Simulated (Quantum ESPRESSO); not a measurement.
Write the native input for Quantum ESPRESSO 7.5 that does the following.

| Property | Result |
| --- | --- |
| Task | single point |
| Functional | PBE |
| Potentials or basis | SSSP 1.3 efficiency PBE |
| Cutoff | 748 eV |
| Density cutoff | 5987 eV |
| k mesh | 10 × 10 × 6 |
| Occupations | fermi-dirac, width 0.05 eV |
| Spin | no spin polarisation |
| Mixing beta | 0.5 |
| Most SCF iterations | 120 |
| SCF threshold | 4e-10 Ry |

The system is Ge.

```
CELL_PARAMETERS angstrom
1.48805 -2.59469 0.00000
1.48805 2.59469 0.00000
0.00000 0.00000 4.72760
ATOMIC_POSITIONS crystal
Ge 0.32710 0.67936 0.25322
Ge 0.67910 0.33589 0.74526
```

This isn't the form of Ge at room conditions, which is diamond.

The cell isn't the ideal one: atoms moved at random, drawn with an rms of 0.05 Å.

The input as run:

pw.in

```
&CONTROL
  calculation = 'scf'
  prefix = 'pwscf'
  outdir = './tmp'
  pseudo_dir = './pseudo'
  tprnfor = .true.
  tstress = .true.
  disk_io = 'nowf'
/
&SYSTEM
  ibrav = 0
  nat = 2
  ntyp = 1
  ecutwfc = 55
  ecutrho = 440
  nbnd = 21
  occupations = 'smearing'
  smearing = 'fd'
  degauss = 0.00367493
/
&ELECTRONS
  conv_thr = 4d-10
  electron_maxstep = 120
  mixing_beta = 0.5
/
ATOMIC_SPECIES
Ge    72.6300 ge_pbe_v1.4.uspp.F.UPF
CELL_PARAMETERS angstrom
   1.4880529250   -2.5946896100    0.0000000000
   1.4880529250    2.5946896100    0.0000000000
   0.0000000000    0.0000000000    4.7275957900
ATOMIC_POSITIONS crystal
Ge     0.3271040000    0.6793620000    0.2532250000
Ge     0.6791040000    0.3358940000    0.7452560000
K_POINTS automatic
10 10 6 0 0 0
```

Potentials or basis: SSSP 1.3 efficiency PBE.

Run with:

```console
$ OMP_NUM_THREADS=1 pw.x -in pw.in > pw.out
```

Results of the run:

The pressure is 4.3 GPa. The largest force is 0.032 eV/Å and the band gap on the k mesh is none (metal or under the smearing width).

It took 78 s on 1 thread of Intel(R) Xeon(R) 6975P-C (Granite Rapids), on a shared host, peak memory 0.33 GiB.
